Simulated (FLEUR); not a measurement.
**HfS2: equation of state with RPBE**

HfS2:

```
CELL_PARAMETERS angstrom
3.63966 0.00000 0.00000
-1.81983 3.15204 0.00000
0.00000 0.00000 6.05556
ATOMIC_POSITIONS crystal
Hf 0.00000 0.00000 0.00000
S 0.33333 0.66667 0.23605
S 0.66667 0.33333 0.76395
```

The cell is a database's computed one.

```yaml
Program: FLEUR MaX-R8.1 (later development tree)
Task: equation of state
Functional: RPBE
Potentials_or_basis: all-electron
Basis: FLAPW
Kmax: 5.44 1/bohr
k_mesh: 8 × 8 × 5
Occupations: fermi-dirac, width 0.05 eV
Spin: no spin polarisation
Gmax: 16.9 1/bohr
Muffin-tin_radii: Hf 2.52, S 1.8 bohr
lmax: Hf 10, S 8
Local_orbitals_a_species: Hf 4, S 4
```

* Equilibrium volume: 24.24 Å³/atom
* Bulk modulus at fixed shape and positions: 85 GPa
* Pressure derivative of the bulk modulus: 4.0 (rough: it moves with the points fitted)

Energy against volume, from the lowest point:
| volume (Å³/atom) | energy (meV/atom) |
| --- | --- |
| 21.768 | 79.44 |
| 22.231 | 50.54 |
| 23.157 | 13.48 |
| 24.084 | 0.00 |
| 24.547 | 0.78 |

Caveat: the cell was scaled at fixed shape and fractional positions, which overstates the stiffness of a crystal with free parameters, most of all of layers and chains; this functional lacks dispersion, which binds the layers, so the pressure and a relaxed spacing across them are unreliable. Spin-orbit coupling is left out, which matters for the levels of Hf.
